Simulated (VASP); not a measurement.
# Si: relaxation of the atoms with PBE

Slab: Si, a slab with vacuum.

```
Si
1.0
     7.73380    0.00000    0.00000
     0.00000    3.86690    0.00000
     0.00000    0.00000   29.63871
Si
24
Direct
  0.90690 0.00000 0.25642
  0.59310 0.00000 0.23618
  0.50000 0.50000 0.29243
  0.00000 0.50000 0.29243
  0.25000 0.50000 0.33855
  0.75000 0.50000 0.33855
  0.75000 0.00000 0.38468
  0.25000 0.00000 0.38468
  0.50000 0.00000 0.43081
  0.00000 0.00000 0.43081
  0.00000 0.50000 0.47694
  0.50000 0.50000 0.47694
  0.75000 0.50000 0.52306
  0.25000 0.50000 0.52306
  0.25000 0.00000 0.56919
  0.75000 0.00000 0.56919
  0.00000 0.00000 0.61532
  0.50000 0.00000 0.61532
  0.50000 0.50000 0.66145
  0.00000 0.50000 0.66145
  0.25000 0.50000 0.70757
  0.75000 0.50000 0.70757
  0.65690 0.00000 0.74358
  0.34310 0.00000 0.76382
```

The cell was built by a generator and needn't be a form met in nature.

* Program: VASP 6.6.1
* Task: relaxation of the atoms
* Functional: PBE
* Potentials or basis: VASP PAW PBE potentials, release 64 (Si)
* Cutoff: 520 eV
* k mesh: 4 × 7 × 1
* Occupations: gaussian, width 0.03 eV
* Spin: no spin polarisation
* Dipole correction: yes
* Further INCAR settings: ALGO = Normal; EDIFF = 1e-07; ISYM = 0; IBRION = 2; EDIFFG = -0.01; NSW = 90

```yaml
Energy_gained_by_relaxing: 62.2 meV/atom
Ionic_steps: 34
Largest_force_after_relaxing: 0.010 eV/Å
Band_gap_on_the_k_mesh: 0.35 eV, indirect (least direct gap 0.58 eV)
```

Forces on the atoms (eV/Å):
```
Si   0.001  0.000 -0.002
Si   0.006  0.000  0.003
Si   0.004  0.000  0.006
Si  -0.001  0.000  0.001
Si  -0.002  0.000  0.004
Si   0.001  0.000 -0.001
Si   0.000  0.000  0.003
Si   0.005  0.000  0.008
Si  -0.002  0.000 -0.001
Si  -0.001  0.000 -0.003
Si  -0.003  0.000  0.010
Si  -0.004  0.000 -0.006
Si  -0.001  0.000 -0.003
Si  -0.002  0.000  0.000
Si  -0.001  0.000  0.007
Si   0.000  0.000 -0.001
Si  -0.003  0.000 -0.009
Si   0.002  0.000 -0.005
Si  -0.005  0.000  0.000
Si   0.000  0.000 -0.004
Si   0.003  0.000 -0.003
Si  -0.002  0.000 -0.004
Si   0.004  0.000  0.000
Si   0.001  0.000 -0.002
```

Step by step:
```tsv
step	energy change (eV)	largest force (eV/Å)	pressure (GPa)
1	0.0000	1.5138	-0.95
2	-0.3788	0.8407	-0.96
3	-0.7309	0.9048	-0.85
4	0.0557	2.2897	-0.14
5	-0.7607	1.0468	-0.78
6	-0.9934	0.7147	-0.66
7	-1.0172	1.0092	-0.59
8	-1.1663	0.5254	-0.57
9	-1.2202	0.4354	-0.52
10	-1.2875	0.3415	-0.50
11	-1.3334	0.4503	-0.46
12	-1.3847	0.3257	-0.43
13	-1.4142	0.3510	-0.39
14	-1.4457	0.1932	-0.38
15	-1.4521	0.1933	-0.37
16	-1.4654	0.1385	-0.39
17	-1.4723	0.1665	-0.40
18	-1.4796	0.0736	-0.43
19	-1.4804	0.0891	-0.44
20	-1.4847	0.0925	-0.43
21	-1.4851	0.1035	-0.42
22	-1.4886	0.0763	-0.39
23	-1.4895	0.1063	-0.35
24	-1.4919	0.0398	-0.32
25	-1.4921	0.0533	-0.31
26	-1.4928	0.0239	-0.30
27	-1.4929	0.0335	-0.29
28	-1.4933	0.0189	-0.28
29	-1.4933	0.0228	-0.27
30	-1.4936	0.0154	-0.27
31	-1.4936	0.0183	-0.26
32	-1.4938	0.0120	-0.25
33	-1.4938	0.0147	-0.25
34	-1.4939	0.0099	-0.25
```

Final structure:
```
Si
1.0
     7.73380    0.00000    0.00000
     0.00000    3.86690    0.00000
     0.00000    0.00000   29.63871
Si
24
Cartesian
  6.5990 0.0000 7.9455
  4.4186 0.0000 7.2000
  4.0435 1.9334 8.5775
  7.6905 1.9334 8.6794
  2.0336 1.9334 9.8843
  5.7774 1.9334 10.1804
  5.8513 0.0000 11.5149
  2.0072 0.0000 11.2910
  3.8764 0.0000 12.7973
  0.1184 0.0000 12.7409
  0.1012 1.9334 14.0969
  3.8905 1.9334 14.1752
  5.9010 1.9334 15.4659
  1.9560 1.9334 15.5408
  1.9445 3.8669 16.8986
  5.9202 3.8669 16.8418
  0.0460 3.8669 18.3477
  3.9488 3.8669 18.1249
  3.8743 1.9334 19.4591
  0.0789 1.9334 19.7530
  2.1104 1.9334 21.0335
  5.7590 1.9334 20.9911
  4.6583 3.8669 21.7073
  2.4670 3.8669 22.4174
```

Levels at points of the mesh, in eV from the valence-band top:
```tsv
k point	band 44	band 45	band 46	band 47	band 48	band 49	band 50	band 51	band 52	band 53
(0.00, 0.00, 0.00)	-0.63	-0.48	-0.29	-0.22	-0.05	0.53	0.58	0.80	0.88	1.22
(0.50, 0.00, 0.00)	-0.43	-0.31	-0.30	-0.25	-0.19	0.59	0.61	1.44	1.57	1.73
```

Wall time 48 min on 8 MPI ranks on AMD EPYC 9R45 96-Core Processor (Zen 5), with other jobs on the host, peak memory 1.2 GiB a rank.
